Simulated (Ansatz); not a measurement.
# P (Cmce) in Ansatz: relaxation of cell and atoms with wPBEh

Aim: the relaxation of cell and atoms of P with wPBEh.

Program: Ansatz 0.2.0. These are calculated values, not measurements. Logs are shortened: lines on timing, memory, paths and dates and some standing lists are left out, and cuts for length are marked.

### 1 The crystal as given

It takes space group Cmce (No. 64, orthorhombic). Conventional cell: a = 3.295 Å, b = 10.930 Å, c = 4.544 Å, α = 90.00°, β = 90.00°, γ = 90.00°. Around P (site symmetry m) lie 3 P at 2.20 to 2.25 Å.

### 2 Relaxation of cell and atoms, wPBEh

The input, input.yaml:

```yaml
crystal:
  lattice:
    - [1.6477431241, -5.4650377251, 0.0]
    - [1.6477431241, 5.4650377251, 0.0]
    - [0.0, 0.0, 4.54363559]
  atoms:
    - { symbol: P, position: [0.90414313, 0.09585687, 0.58881517] }
    - { symbol: P, position: [0.09585687, 0.90414313, 0.41118483] }
    - { symbol: P, position: [0.59585687, 0.40414313, 0.08881517] }
    - { symbol: P, position: [0.40414313, 0.59585687, 0.91118483] }
hamiltonian:
  xc: wpbeh
  pseudopotentials: { kind: paw }
kpoints:
  mp_grid: { grid: [4, 4, 3] }
scf:
  occupations: { method: fermi_dirac, width: 0.05 }
output:
  forces: true
  stress: true
relax:
  f_tol: 0.01
  max_steps: 40
  cell: { stress_tol: 0.05 }
```

Potentials or basis: Ansatz PAW.

On the command line:

```bash
$ ansatz run input.yaml --threads 2 --pin off --max-ram 5632MiB --backend cpu --events-out ev --progress --plain --runs-dir out
```

What it wrote:

```text
Warning: RAYON_NUM_THREADS=2 ignored (pool sized by the plan → 2); use --threads N
Engine: ansatz 0.2.0, aarch64-unknown-linux-gnu
Pseudopotentials: kind: paw
Pseudopotential: P, paw, valence charge 5, recommended cutoff 420 eV (normal), P.paw.azcp
Functional definition: wPBEh
  parameter a = 0.25
  parameter omega = 0.11/bohr
  exchange = wpbe_x - a*pbe_x_sr(omega) + a*exact_x_sr(omega)
  correlation = pbe_c
Crystal: 4 atoms, lattice volume = 81.831 Å³
Basis set: ecut = 420 eV, 1649 PW (Γ), exchange–correlation on 80×80×64 points (8 copies of the dense FFT grid, shifted against one another)
Bands: 14, of which v1, the nominal top of the filled ones, is band 10 counted from 1 (9 counted from 0)
Symmetry: 8 space group operations
Space group: Cmce (ITA 64), of the structure as read, at distance tolerance 4.3e-5 Å
k-points: 14 of 48
Non-local potential: P, projectors of the file, l = 0: 2, l = 1: 2, l = 2: 2
PAW form: soft (Blöchl's): semilocal exchange-correlation on the pseudo side does not see the compensation charge
PAW frozen core: P, regenerated for the run's functional, and the local potential with it (the file was generated under x = pbe(κ = 0.804, μ = 0.2195149727645171), c = pbe(β = 0.06672455060314922))
PAW one-centre angular grid: P, 110 points (default); XC on 64 Gauss nodes
Initial density: superposition of atomic densities (neutral atoms: chi_scale 0, normalization atom), corrected by the library's trained network
Initial wavefunctions: pseudopotential atomic-orbital guess
Functional: x = wpbeh, c = pbe(β = 0.06672455060314922), warm-up for x = wpbeh + 0.25 (exact − pbe) at short range (hse, ω = 0.20786987370883472 Å⁻¹), c = pbe(β = 0.06672455060314922); HSE06 as its authors and Libxc compose it (pw.x's `hse`: `xc: hse06`)
SCF iter   1: F=—  HF=-3025.107218 eV  |F-HF|=—  |Δ(HF+E_count)|=         —  Δρ=2.17e-3  dr2=3.56e-3  ethr=1.77e-3  ⟨swp⟩=7.5  Hψ=976  notcnv=0
preconditioner: auto → Kerker (q_TF=auto, 2.157 Å⁻¹)  [metal: Δε(μ)=0.090 eV  Ē_g=8.870 eV  σ=0.050 eV  W_gap=0.42  n_scr=12 (ndim 8)  ℏωp=18.4 eV  f_vac=0.000  D(μ)=0.35/eV (n_scr^D=0)]
SCF iter   2: F=—  HF=-3025.106430 eV  |F-HF|=—  |Δ(HF+E_count)|=   7.88e-4  Δρ=1.23e-3  dr2=1.16e-3  ethr=1.78e-5  ⟨swp⟩=3.9  Hψ=514  notcnv=0
iter 3 solved again at ethr=5.32e-7 eV; its pass at ethr=5.79e-6 eV (dr2=1.06e-4 eV) is discarded
SCF iter   3: F=—  HF=-3025.106253 eV  |F-HF|=—  |Δ(HF+E_count)|=   1.77e-4  Δρ=2.19e-4  dr2=1.07e-4  ethr=5.32e-7  ⟨swp⟩=2.8  Hψ=741  notcnv=0
SCF iter   4: F=—  HF=-3025.106259 eV  |F-HF|=—  |Δ(HF+E_count)|=   6.18e-6  Δρ=8.24e-5  dr2=2.24e-5  ethr=5.32e-7  ⟨swp⟩=2.3  Hψ=345  notcnv=0
SCF iter   5: F=—  HF=-3025.106260 eV  |F-HF|=—  |Δ(HF+E_count)|=   5.73e-7  Δρ=3.99e-5  dr2=1.65e-6  ethr=1.12e-7  ⟨swp⟩=3.0  Hψ=441  notcnv=0
SCF iter   6: F=—  HF=-3025.106259 eV  |F-HF|=—  |Δ(HF+E_count)|=   3.15e-7  Δρ=9.93e-6  dr2=1.71e-7  ethr=8.24e-9  ⟨swp⟩=3.0  Hψ=431  notcnv=0
SCF iter   7: F=—  HF=-3025.106259 eV  |F-HF|=—  |Δ(HF+E_count)|=   1.64e-8  Δρ=4.37e-6  dr2=3.41e-8  ethr=8.53e-10  ⟨swp⟩=2.7  Hψ=358  notcnv=0
SCF iter   8: F=—  HF=-3025.106259 eV  |F-HF|=—  |Δ(HF+E_count)|=  8.64e-10  Δρ=1.16e-6  dr2=1.29e-9  ethr=1.70e-10  ⟨swp⟩=3.1  Hψ=441  notcnv=0
SCF iter   9: F=—  HF=-3025.106259 eV  |F-HF|=—  |Δ(HF+E_count)|=  2.01e-10  Δρ=4.31e-7  dr2=1.43e-10  ethr=6.43e-12  ⟨swp⟩=3.0  Hψ=404  notcnv=0
SCF iter  10: F=-3025.106259 eV  HF=-3025.106259 eV  |F-HF|=9.55e-12  |Δ(HF+E_count)|=  1.91e-11  Δρ=9.55e-8  dr2=1.27e-11  ethr=1.00e-12  ⟨swp⟩=3.0  Hψ=444  notcnv=0
SCF 1 converged in 10 iterations: F = -3025.106259 eV  dr2 = 1.27e-11
Initial density: handed on by an earlier stage of this run
Initial wavefunctions: those handed on with the density
Functional: x = wpbeh + 0.25 (exact − pbe) at short range (hse, ω = 0.20786987370883472 Å⁻¹), c = pbe(β = 0.06672455060314922); HSE06 as its authors and Libxc compose it (pw.x's `hse`: `xc: hse06`)
Exchange kernel: α = 0.2500, screened, ω = 0.2079 Å⁻¹, Wigner–Seitz truncation, v(0) = 1020.7343 eV·Å³, q-mesh 4×4×3, nearest image of the exchange supercell L = 13.18 Å, pair-density grid 30×30×24, without the augmentation charges, whose exchange is taken in its separable form by FFT convolution over the k-point mesh (sized by the pseudopotential files, 24×40×32 at the most), smooth part of the exact exchange by density-matrix convolution
Frozen-core exchange: fock
iter 1 solved again at ethr=5.49e-5 eV; its pass at ethr=1.00e-1 eV (dr2=1.10e-2 eV) is discarded
SCF iter   1: F=—  HF=-3026.921283 eV  |F-HF|=—  |Δ(HF+E_count)|=         —  Δρ=4.00e-3  dr2=1.27e-2  ethr=5.49e-5  ⟨swp⟩=4.4  Hψ=1022  notcnv=0
preconditioner: auto → none  [insulator: Δε(μ)=0.584 eV  Ē_g=10.297 eV  σ=0.050 eV  W_gap=0.99  n_scr=12 (ndim 8)  ℏωp=18.4 eV  f_vac=0.000  D(μ)=0.00/eV (n_scr^D=0)]
SCF iter   2: F=—  HF=-3026.916795 eV  |F-HF|=—  |Δ(HF+E_count)|=   4.49e-3  Δρ=1.63e-3  dr2=2.58e-3  ethr=5.49e-5  ⟨swp⟩=3.0  Hψ=414  notcnv=0
[... 207 lines left out ...]
Frozen-core exchange: fock
iter 1 solved again at ethr=1.00e-12 eV; its pass at ethr=1.00e-1 eV (dr2=1.47e-10 eV) is discarded
SCF iter   1: F=—  HF=-3026.932631 eV  |F-HF|=—  |Δ(HF+E_count)|=         —  Δρ=1.57e-6  dr2=2.08e-10  ethr=1.00e-12  ⟨swp⟩=18.3  Hψ=1703  notcnv=9  reapply=2
preconditioner: auto → none  [insulator: Δε(μ)=0.731 eV  Ē_g=10.781 eV  σ=0.050 eV  W_gap=1.00  n_scr=12 (ndim 8)  ℏωp=18.4 eV  f_vac=0.000  D(μ)=0.00/eV (n_scr^D=0)]
SCF iter   2: F=—  HF=-3026.932631 eV  |F-HF|=—  |Δ(HF+E_count)|=   1.09e-9  Δρ=7.93e-7  dr2=6.53e-11  ethr=1.00e-12  ⟨swp⟩=2.0  Hψ=337  notcnv=0
SCF iter   3: F=-3026.932631 eV  HF=-3026.932631 eV  |F-HF|=4.09e-12  |Δ(HF+E_count)|=  3.80e-10  Δρ=4.26e-8  dr2=2.22e-11  ethr=1.00e-12  ⟨swp⟩=2.0  Hψ=337  notcnv=0
SCF 19 converged in 3 iterations: F = -3026.932631 eV  dr2 = 2.22e-11
  Residual-converged pass: ⟨swp⟩=3.0  Hψ=437  notcnv=0  max |occ|·‖R‖ = 1.3e-7 eV (tolerance 1.3e-7 eV)  dr2=2.28e-11  dr2_onsite=5.73e-15  max |Δocc| = 1.5e-15
hybrid outer 1: dexx = +7.229e-10 eV, tail = 7.06e-10 eV
Exchange kernel: α = 0.2500, screened, ω = 0.2079 Å⁻¹, Wigner–Seitz truncation, v(0) = 1020.6072 eV·Å³, q-mesh 4×4×3, nearest image of the exchange supercell L = 13.31 Å, pair-density grid 24×24×18, without the augmentation charges, whose exchange is taken in its separable form by FFT convolution over the k-point mesh (sized by the pseudopotential files, 24×40×32 at the most), smooth part of the exact exchange by density-matrix convolution
Frozen-core exchange: fock
SCF iter   1: F=—  HF=-3026.932631 eV  |F-HF|=—  |Δ(HF+E_count)|=         —  Δρ=5.18e-8  dr2=5.25e-12  ethr=2.00e-12  ⟨swp⟩=13.6  Hψ=852  notcnv=0
preconditioner: auto → none  [insulator: Δε(μ)=0.731 eV  Ē_g=10.329 eV  σ=0.050 eV  W_gap=1.00  n_scr=12 (ndim 8)  ℏωp=18.4 eV  f_vac=0.000  D(μ)=0.00/eV (n_scr^D=0)]
SCF iter   2: F=-3026.932631 eV  HF=-3026.932631 eV  |F-HF|=9.09e-13  |Δ(HF+E_count)|=  1.82e-12  Δρ=3.57e-8  dr2=5.28e-13  ethr=1.00e-12  ⟨swp⟩=2.0  Hψ=337  notcnv=0
SCF 20 converged in 2 iterations: F = -3026.932631 eV  dr2 = 5.28e-13
  Residual-converged pass: ⟨swp⟩=3.3  Hψ=437  notcnv=0  max |occ|·‖R‖ = 1.3e-7 eV (tolerance 1.3e-7 eV)  dr2=7.20e-13  dr2_onsite=4.48e-15  max |Δocc| = 1.8e-18
hybrid outer 2: dexx = +1.336e-12 eV, tail = 1.06e-12 eV, Δε = 1.97e-6 eV (about 1.97e-6 eV left of the loop's levels), ΔF = 1.19e-6 eV/Å (tail 2.03e-5)
relax step   8: F+E_penalty+E_count = -3026.93263052 eV  Δ(F+E_penalty+E_count) = +9.429e-6 eV  max|allowed force component| = 1.243e-3 eV/Å  Δτ_max = 0.0000 Å  P = +0.007 GPa  Ω = 81.834 Å³  stress off target by 1.84e-2 GPa  SCF on the basis re-selected at this cell (its energy is not comparable with the rows above)  (5 SCF iters)
basis re-selected at this cell: Δ(F+E_penalty+E_count) = +9.429e-6 eV, ΔP = -0.000 GPa vs the last step (what re-selecting the basis moved, of the pressure what is left beyond the Pulay correction that the steps carried, after the strain that the cell walked since its last selection, with what the two solves' SCF thresholds leave and, on support functions, any second-order correction that the steps lacked; it is no measure of the basis error at this ecutwfc). This SCF's stress stands 1.84e-2 GPa from its target on what of the cell is left free (relax.cell.stress_tol is 5.00e-2 GPa) and its largest allowed force component is 1.24e-3 eV/Å (relax.f_tol is 1.00e-2 eV/Å): within both
hybrid SCF converged: 2 outer / 5 inner (+0 warm-up), last move |dexx| = 1.34e-12 eV, tail = 1.06e-12 eV
Stability not checked: this state was not tested for a lower state beside it, because the functional holds exact exchange (a hybrid, or Hartree-Fock), whose exchange loop this test does not read (fock_operator; see scf.lower_state_search)
Free energy (F): -3026.932631 eV
Frozen-core exchange: fock
Harris-Foulkes:  -3026.932631 eV  (|F-HF|=9.09e-13)
Internal energy: -3026.932607 eV  (E = F + TS)
E sigma→0 (E₀):  -3026.932619 eV
Entropy (-TS):   -0.000023 eV (-0.006 meV/atom)
Fermi energy:    6.887166 eV
--- Per-component energies (eV) ---
  E_band       = -19.750209
  E_kinetic    = 279.875740
  E_local      = -340.949227  (includes V_loc(G=0)·N_el)
  E_nonlocal   = 134.672529
  E_hartree    = 99.269777
  E_xc         = -199.732316
  E_vxc        = -196.207740  (∫ρ·V_xc dr)
  E_exx        = -32.150899  (= α·E_x^exact, valence–valence)
  E_paw        = -2294.823452  (= ΣΔE_a)
  E_vpaw       = -31.379287  (= ΣTr[D̂ρ^β])
  E_aug_tail   = 0.000013  (compensation charges beyond the density's cutoff)
  E_ewald      = -672.878208
  E_core_change = -0.216563  (= ΣΔE_core)
  E_smearing   = -0.000023  (= −TS)
  E_closure    = 0.000000  (closes the sum)
  Σ components = -3026.932631   (vs F -3026.932631, Δ=4.55e-13)
--- Forces (eV/Å), atoms counted from 1 ---
  atom   1  P     -0.00000000     0.00124279    -0.00003581
  atom   2  P      0.00000000    -0.00124279     0.00003581
  atom   3  P     -0.00000000    -0.00124279    -0.00003581
  atom   4  P      0.00000000     0.00124279     0.00003581
  max |Σ_I F_I| component: 0.00e0 eV/Å
--- Stress (GPa, compression-positive) ---
        0.001122       0.000000      -0.000000
        0.000000       0.018409       0.000000
       -0.000000       0.000000       0.000892
  P = ⅓ Tr σ = 0.0068 GPa (0.068 kbar)
--- Band table (eV; the first three rows and the last of 14) ---
  k-point 0: bands = ["-10.9547", "-7.8111", "-4.2917", "-0.8927", "1.1130", "1.1600", "1.9142", "3.5405", "3.6333", "5.2394", "7.8907", "8.1355"]
  k-point 1: bands = ["-10.3232", "-8.7646", "-3.9989", "-2.1893", "0.9095", "2.3711", "2.8943", "3.2536", "3.2719", "5.4422", "8.3819", "8.5713"]
  k-point 2: bands = ["-10.1356", "-7.0212", "-5.0441", "-0.9791", "-0.1834", "0.0484", "1.7242", "2.7373", "3.7276", "5.2104", "7.8051", "8.8270"]
  k-point 13: bands = ["-10.2071", "-8.8173", "-4.4079", "-2.7103", "2.2975", "2.5204", "2.6519", "3.3246", "4.6547", "5.5771", "8.1900", "8.5057"]
  guard bands above this table: 2 of the run's 14 bands. The solve was not asked for them (output.publish_guard_bands: true or output.eigenvalues: true publishes all)
--- Relaxed structure (6 steps of the walk, 6 accepted, 2 SCFs on fresh bases) ---
  F+E_penalty+E_count = -3026.93263052 eV   max|allowed force component| = 1.243e-3 eV/Å   (the final SCF, on the basis selected at the relaxed cell)
  cell:  # Å, volume = 81.8335 Å³
    - [1.6632743441558364, -5.480978326053071, 2.523705085366449e-19]
    - [1.6632743441558364, 5.480978326053071, 2.5237050853665415e-19]
    - [6.959092152666928e-19, 3.829648010615811e-33, 4.488272016282005]
  atoms:
    - { symbol: P, position: [0.904652684808282, 0.09534731519171802, 0.5870364843098494] }
    - { symbol: P, position: [0.09534731519171802, 0.904652684808282, 0.41296351569015083] }
    - { symbol: P, position: [0.595347315191718, 0.404652684808282, 0.08703648430984927] }
    - { symbol: P, position: [0.404652684808282, 0.595347315191718, 0.9129635156901508] }
```

It took 1.8 min on 2 threads of Arm Neoverse V1, shared host; peak memory 0.88 GiB.

What came out:

```
Free energy               : -3026.9326 eV
Energy gained by relaxing : 1.6 meV/atom
Ionic steps               : 8
Pressure after relaxing   : 0.0 GPa
Band gap on the k mesh    : 0.73 eV, direct
```

Step by step:
| step | energy change (eV) | largest force (eV/Å) | volume (Å³) |
| --- | --- | --- | --- |
| 1 | 0.0000 | 0.1346 | 81.83 |
| 2 | -0.0030 | 0.1809 | 82.54 |
| 3 | -0.0060 | 0.0610 | 82.25 |
| 4 | -0.0064 | 0.0146 | 82.09 |
| 5 | -0.0065 | 0.0063 | 81.95 |
| 6 | -0.0066 | 0.0063 | 81.95 |
| 7 | -0.0066 | 0.0012 | 81.83 |
| 8 | -0.0066 | 0.0012 | 81.83 |

Final structure:
```
CELL_PARAMETERS angstrom
1.66327 -5.48098 0.00000
1.66327 5.48098 0.00000
0.00000 0.00000 4.48827
ATOMIC_POSITIONS crystal
P 0.90465 0.09535 0.58704
P 0.09535 0.90465 0.41296
P 0.59535 0.40465 0.08704
P 0.40465 0.59535 0.91296
```

Caveat: the k mesh is coarse (spacing up to 0.50 Å⁻¹), so the values aren't converged; odd divisions of the mesh miss points on the zone boundary, where band edges often lie, so the gap on the mesh can be too wide; the plane-wave basis is chosen anew once the cell has moved, so the energies of steps on either side of that aren't comparable; the PAW data sets come from PBE, with cores solved anew for the run's functional, which leaves a small shift of forces and pressure. A k mesh can miss the band edges.
